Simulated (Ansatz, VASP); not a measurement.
## In in VASP and in Ansatz

```xyz
1
Lattice="-1.6469 1.6469 2.5063 1.6469 -1.6469 2.5063 1.6469 1.6469 -2.5063" Properties=species:S:1:pos:R:3 pbc="T T T"
In    0.0000    0.0000    0.0000
```

Change from the starting cell: volume scaled by 1.04.

Alike in both runs: task single point; functional PBE; k mesh 11 × 11 × 11; occupations fermi-dirac, width 0.05 eV; no spin polarisation.

|  | VASP | Ansatz |
| --- | --- | --- |
| version | VASP 6.6.1 | Ansatz 0.2.0 |
| potentials or method | VASP PAW PBE potentials, release 64 (In_d) | Ansatz PAW |
| plane-wave cutoff (eV) | 520 | 420 |
| valence electrons in the cell | 13 | 13 |

```csv
,VASP,Ansatz,Ansatz less VASP
gap on the k mesh at the Fermi level (eV),none,none,-
pressure (GPa),0.4,0.4,+0.04
largest component of the traceless stress (GPa),0.16,0.16,+0.001
```

A gap of «none» marks a metal or a gap that the smearing closes. The functional is the same, so the differences come from potentials, cutoffs and numerics.
